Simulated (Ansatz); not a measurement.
## TiO₂ (P4_2/mnm): one-shot GW input and result

The calculation used G0W0@PBE, plasmon-pole screening, hand-made PAW set (Ansatz).

Input files:

```json
{
 "crystal": {"lattice": [[4.594, 0.0, 0.0], [0.0, 4.594, 0.0], [0.0, 0.0, 2.959]], "atoms": [{"symbol": "Ti", "position": [0, 0, 0]}, {"symbol": "Ti", "position": [0.5, 0.5, 0.5]}, {"symbol": "O", "position": [0.3048, 0.3048, 0]}, {"symbol": "O", "position": [0.6952, 0.6952, 0]}, {"symbol": "O", "position": [0.8048, 0.1952, 0.5]}, {"symbol": "O", "position": [0.1952, 0.8048, 0.5]}]},
 "kpoints": {"mp_grid": {"grid": [3, 3, 4], "shift": [0, 0, 0]}},
 "hamiltonian": {"xc": "pbe", "pseudopotentials": {"kind": "paw", "source": "ansatz"}},
 "scf": {"occupations": {"method": "fixed"}, "convergence": {"dr2_threshold": "1e-9 eV"}, "lower_state_search": "off"},
 "output": {"forces": false, "stress": false},
 "gw": {"n_empty_bands": 290, "ecut_chi": 113.3, "qp_bands": ["v1", "c1"], "qp_kpoints": [[0, 0, 0]], "ecutfock_ratio": 2}
}
```

The input is rewritten from the run's settings (development build, wave cutoff 930 eV).

Levels count from the highest filled Kohn-Sham level listed; ε_QP = ε_KS + Z(Σ − Vxc). VB is the top filled band, CB the lowest empty one. The wave cutoff came out at 930 eV.

```json
{"k": "Γ", "band": "VB", "ε_KS (eV)": "0.00", "Σx − Vxc (eV)": "-4.65", "Σc (eV)": "4.59", "Z": "0.77", "ε_QP (eV)": "-0.04"}
{"k": "Γ", "band": "CB", "ε_KS (eV)": "1.88", "Σx − Vxc (eV)": "8.38", "Σc (eV)": "-6.68", "Z": "0.78", "ε_QP (eV)": "3.20"}
```

The gap (direct at Γ) opens from 1.88 eV to 3.24 eV.

The mesh is coarse, so these are values at the stated settings, not converged ones. Band sums or response are cut, so the gap isn't at its basis limit. The gap is read among the points solved; the crystal's band edges can lie elsewhere.
